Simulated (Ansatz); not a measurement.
# B: pressure up to the limit of the methods

How does B (graphite type) answer strong compression? The runs shown use PAW. Its runs: cell relaxed at zero pressure (PAW); volume scaled by 1 (PAW); shape and atoms relaxed at 0.85 of the volume (PAW); volume scaled by 0.85 (PAW); shape and atoms relaxed at 0.65 of the volume (PAW); volume scaled by 0.65 (PAW); shape and atoms relaxed at 0.55 of the volume (PAW); volume scaled by 0.55 (PAW); shape and atoms relaxed at 0.4 of the volume (PAW); volume scaled by 0.4 (PAW and PAW (core large)).

Computed with Ansatz 0.2.0 (DFT PBE, with the methods named in each step, unless a step's input says otherwise).

## Step 1: Starting point

It takes space group P6_3/mmc (No. 194, hexagonal). Conventional cell: a = 2.555 Å, b = 2.555 Å, c = 6.898 Å, α = 90.00°, β = 90.00°, γ = 120.00°. Around B (site symmetry -6m2) lie 3 B at 1.48 Å.

Structure file:

```cif
data_structure
_symmetry_space_group_name_H-M 'P6_3/mmc'
_symmetry_Int_Tables_number 194
_cell_length_a 2.5550
_cell_length_b 2.5550
_cell_length_c 6.8985
_cell_angle_alpha 90.000
_cell_angle_beta 90.000
_cell_angle_gamma 120.000
_cell_volume 39.00
loop_
_atom_site_label
_atom_site_type_symbol
_atom_site_symmetry_multiplicity
_atom_site_Wyckoff_symbol
_atom_site_fract_x
_atom_site_fract_y
_atom_site_fract_z
_atom_site_occupancy
B1 B 2 b 0.00000 0.00000 0.25000 1
B2 B 2 c 0.33333 0.66667 0.25000 1
```

The file gives the conventional cell by its symmetry; the runs use the cell typed in the input.

Whether this phase is the stable one at these pressures isn't tested.

Atoms are numbered in the order of the input: B1, B2, B3, B4.

## Step 2: Cell relaxed at zero pressure, PAW

input.yaml

```yaml
crystal:
  lattice:
    - [2.554995093, 0.0, 0.0]
    - [-1.2774975465, 2.2126906571, 0.0]
    - [0.0, 0.0, 6.8984867512]
  atoms:
    - { symbol: B, position: [0.0, 0.0, 0.25] }
    - { symbol: B, position: [0.0, 0.0, 0.75] }
    - { symbol: B, position: [0.3333333333, 0.6666666667, 0.25] }
    - { symbol: B, position: [0.6666666667, 0.3333333333, 0.75] }
kpoints:
  mp_grid: { grid: [15, 15, 5] }
scf:
  occupations: { method: fermi_dirac, width: 0.05 }
hamiltonian:
  xc: pbe
  pseudopotentials: { kind: paw }
output:
  forces: true
  stress: true
relax:
  f_tol: 0.005
  max_steps: 40
  cell: {}
```

Launch:

```
$ ansatz run input.yaml --threads 1 --pin off --max-ram 3072MiB --backend cpu --events-out ev --progress --plain --runs-dir out
```

After this run come: Volume scaled by 1, PAW; Shape and atoms relaxed at 0.85 of the volume, PAW; Volume scaled by 0.85, PAW; Shape and atoms relaxed at 0.65 of the volume, PAW; Volume scaled by 0.65, PAW; Shape and atoms relaxed at 0.55 of the volume, PAW; Volume scaled by 0.55, PAW; Shape and atoms relaxed at 0.4 of the volume, PAW; Volume scaled by 0.4, PAW; Volume scaled by 0.4, PAW (core large).

**Question.** What will these runs give? Wanted: PAW pressure at 0.4 of the volume; PAW; fitted bulk modulus at zero pressure.

**Answer**, as computed:

| quantity | value |
| --- | --- |
| PAW pressure at 0.4 of the volume | 691.5 GPa |
| PAW (core large) pressure at 0.4 of the volume | 691.5 GPa |
| fitted bulk modulus at zero pressure (PAW) | 153 GPa |
| its pressure derivative | 3.65 |

What this shows: By PAW the pressure climbs to 691 GPa at 0.4 of the first volume. One third-order Birch-Murnaghan curve follows these points (B₀ = 153 GPa, B′ = 3.65, misfit at most 1.21 GPa). A fit over so wide a range leans to the high pressures, so B₀ can be off by several per cent. No all-electron run checks these rows here, and frozen cores can fail under such compression. The ions are at rest, and the electrons smeared by 0.05 eV.
